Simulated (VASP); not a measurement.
# Settings for Al₂O₃: self-consistent run

Al₂O₃, P-6m2 (no. 187), 5 atoms in the cell. LDA; PAW potentials Al, O (LDA set). VASP 6.6.1.

Wanted: energy within 0.2 meV/atom; levels at the zone centre within 0.003 eV.

What the run is for: comparing ways to start; Accuracy asked: tight.

Levels at the zone centre: counted from the valence top at that point.

POSCAR:
```
Al2O3
1.0
    2.8843249483      0.0000000000      0.0000000000
   -1.4421624742      2.4978986780      0.0000000000
    0.0000000000      0.0000000000      9.3367544600
Al O
2 3
Direct
    0.0000000000      0.0000000000      0.8500076700
    0.0000000000      0.0000000000      0.1499923300
    0.3333333333      0.6666666667      0.7776830800
    0.6666666667      0.3333333333      0.0000000000
    0.3333333333      0.6666666667      0.2223169200
```

## How the run starts (with a second run first, the time holds both)

| How the run starts (with a second run first, the time holds both) | Energy less reference (meV/atom) | Levels at the zone centre, largest deviation (eV) | Time (s) |
|---|---|---|---|
| from scratch: 15 SCF iterations | 0.00 | 0.0000 | 16 |
| density of a coarse mesh (ICHARG 1): 16 + 8 SCF iterations | 0.00 | 0.0004 | 18 |
| orbitals of a lower cutoff (ISTART 1): 15 + 5 SCF iterations | 0.00 | 0.0004 | 18 |
| orbitals of a loose run: 10 + 9 SCF iterations | 0.00 | 0.0001 | 17 |

Chosen: from scratch: 15 SCF iterations; no other choice that stays within half of the tolerance saves 30 % of the time.

The chosen settings are those of the reference run.

Values of the reference run: Levels at the zone centre: -0.2823, 0, 4.993 eV from the valence top at Gamma.

## The input

INCAR:
```
SYSTEM = Al2O3
GGA      = CA             ! functional
ISMEAR   = 0              ! smearing method
SIGMA    = 0.03           ! smearing width, eV
LWAVE    = .False.        ! write WAVECAR
LCHARG   = .False.        ! write CHGCAR
ISIF     = 2              ! what is computed and relaxed
PREC     = Accurate       ! precision mode
LASPH    = .True.         ! aspherical terms in the spheres
LREAL    = .False.        ! projectors in reciprocal space
ALGO     = Normal         ! electronic algorithm
EDIFF    = 1E-6           ! SCF threshold, eV
NELM     = 120            ! most SCF steps
GGA_COMPAT= .False.      
ENCUT    = 520            ! plane-wave cutoff, eV
EFERMI   = MIDGAP        
```

KPOINTS:
```
k-points
0
Gamma
  9 9 3
```

Commands:
```
cat potpaw_LDA.64/Al/POTCAR potpaw_LDA.64/O/POTCAR > POTCAR
mpirun -np 1 vasp_std > vasp.out
```

The chosen input took VASP 6.6.1 16 s on 1 core (Intel Xeon Platinum 8488C (Sapphire Rapids)), a shared host.

## An input that fails: restart asked without its files

VASP's message: ERROR: charge density could not be read from file CHGCAR for ICHARG>10.

Changes against the starting input:
```
- NELM = 120
+ NELM = 60
+ ICHARG = 11
```
